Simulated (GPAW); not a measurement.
Runs of GPAW 26.7.0 on CsPbCl3. It takes space group Pm-3m (No. 221, cubic). The conventional cell has a = 5.605 Å, b = 5.605 Å, c = 5.605 Å, α = 90.00°, β = 90.00°, γ = 90.00°. Around Pb (site symmetry m-3m) lie 6 Cl at 2.80 Å. Around Cs (site symmetry m-3m) lie 12 Cl at 3.96 Å. Around Cl (site symmetry 4/mmm) lie 2 Pb at 2.80 Å. 

| task | level | potentials or basis | smearing | maxiter | convergence | response ecut | eta | response k mesh | gap on the mesh (eV) |
| --- | --- | --- | --- | --- | --- | --- | --- | --- | --- |
| single point | LDA | the program's PAW data sets (release 1.2.1) made for this functional, pw | fermi-dirac 0.05 eV | 120 | default | - | - | - | 1.68 |
| optical spectrum | LDA | the program's PAW data sets (release 1.2.1) made for this functional, pw | fermi-dirac 0.001 eV | 150 | - | 50 eV | 0.1 eV | 9 × 9 × 9 | 1.68 |
| optical spectrum | PBEsol | PAW data sets generated in the run's folder for this functional, pw | fermi-dirac 0.001 eV | 150 | - | 50 eV | 0.1 eV | 9 × 9 × 9 | 1.74 |
| optical spectrum | RPBE | the program's PAW data sets (release 1.2.1) made for this functional, pw | fermi-dirac 0.001 eV | 150 | - | 50 eV | 0.1 eV | 9 × 9 × 9 | 1.99 |
| optical spectrum | AM05 | PAW data sets generated in the run's folder for this functional, pw | fermi-dirac 0.001 eV | 150 | - | 50 eV | 0.1 eV | 9 × 9 × 9 | (a) |

Alike in all rows: no spin polarisation; cell as given; k mesh 4 × 4 × 4; cutoff (eV) 450.

Estimate the missing entries.

(a) 1.82.

Caveats: spin-orbit coupling is left out, which as a rule narrows the gap of such compounds by several tenths of an eV; the long-wavelength limit can be off by a per cent or two (some runs); independent-particle spectra lack excitons (some runs); an odd mesh through Γ misses points on the zone boundary, where band edges often lie (some runs).

A k mesh can miss the band edges, and the runs leave out spin-orbit coupling on Cs, Pb.

Runs at the PBE level aren't shown here.
